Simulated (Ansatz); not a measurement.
Write the native input for Ansatz 0.2.0 that does the following.

```
Task                : single point
Functional          : PBEsol
Potentials or basis : Ansatz PAW
Cutoff              : 420 eV (not typed: the program's choice for these potentials)
k mesh              : 12 × 12 × 12
Occupations         : fermi-dirac, width 0.05 eV
Spin                : no spin polarisation
```

CoO:

```
CELL_PARAMETERS angstrom
-1.50800 1.50800 2.10725
1.50800 -1.50800 2.10725
1.50800 1.50800 -2.10725
ATOMIC_POSITIONS crystal
Co 0.00000 0.00000 0.00000
O 0.50000 0.50000 0.00000
```

One way to write it, as run:

input.yaml

```yaml
crystal:
  lattice:
    - [-1.508, 1.508, 2.1072475377]
    - [1.508, -1.508, 2.1072475377]
    - [1.508, 1.508, -2.1072475377]
  atoms:
    - { symbol: Co, position: [0.0, 0.0, 0.0] }
    - { symbol: O, position: [0.5, 0.5, 0.0] }
hamiltonian:
  xc: pbesol
  pseudopotentials: { kind: paw }
kpoints:
  mp_grid: { grid: [12, 12, 12] }
scf:
  occupations: { method: fermi_dirac, width: 0.05 }
output:
  forces: true
  stress: true
  eigenvalues: true
```

Potentials or basis: Ansatz PAW.

Command:

```sh
$ ansatz run input.yaml --threads 2 --pin off --max-ram 5632MiB --backend cpu --events-out ev --progress --plain --runs-dir out
```

Results of the run:

| Item | Value |
| --- | --- |
| Pressure | -27.2 GPa |
| Band gap on the k mesh | none (metal or under the smearing width) |

Caveat: the pressure holds a Pulay correction of +0.7 GPa for the finite cutoff; an odd number of electrons without spin polarisation forces a metal; a magnetic or distorted state may lie lower; the run has no spin polarisation, though such a crystal can be magnetic; semilocal functionals often make such compounds metallic where correlation or magnetic order opens a gap, which also shifts bond lengths; the PAW data sets come from PBE, with cores solved anew for the run's functional, which leaves a small shift of forces and pressure.

Wall time 1.2 s on 2 threads of Intel(R) Xeon(R) Platinum 8375C CPU @ 2.90GHz (Ice Lake) (shared host), peak memory 0.4 GiB.
